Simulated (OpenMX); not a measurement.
Crystal: Ti.

```
Ti
1.0
     0.00000    2.03000    2.03000
     2.03000    0.00000    2.03000
     2.03000    2.03000    0.00000
Ti
1
Direct
  0.00000 0.00000 0.00000
```

This isn't the form of Ti at room conditions, which is hcp.

| Quantity | Value |
| --- | --- |
| Program | OpenMX 3.8.5 |
| Task | single point |
| Functional | PBE |
| Potentials or basis | OpenMX 2013 PBE set, Ti7.0-s3p2d1, grid cutoff 350 Ry |
| k mesh | 11 × 11 × 11 |
| Occupations | fermi-dirac, width 0.05 eV |
| Spin | no spin polarisation |

On this cell: pressure 0.7 GPa; band gap on the k mesh none (metal or under the smearing width).

The same run follows on a disturbed copy (cell strained at random at fixed volume):

```
CELL_PARAMETERS angstrom
0.02177 1.99869 2.03132
2.00646 0.00299 2.05009
2.03951 2.05051 -0.03005
ATOMIC_POSITIONS crystal
Ti 0.98433 0.00381 0.00663
```

Problem. What does the disturbed cell give?

Solution. The energy (extrapolated to zero smearing) moves by +6.3 meV/atom; pressure 1.0 GPa; band gap on the k mesh none (metal or under the smearing width).

Caveats: the transition metal has a single d function, too few for pressures, volumes and moments; the basis of atomic orbitals isn't converged, which shifts pressures, moduli and gaps.
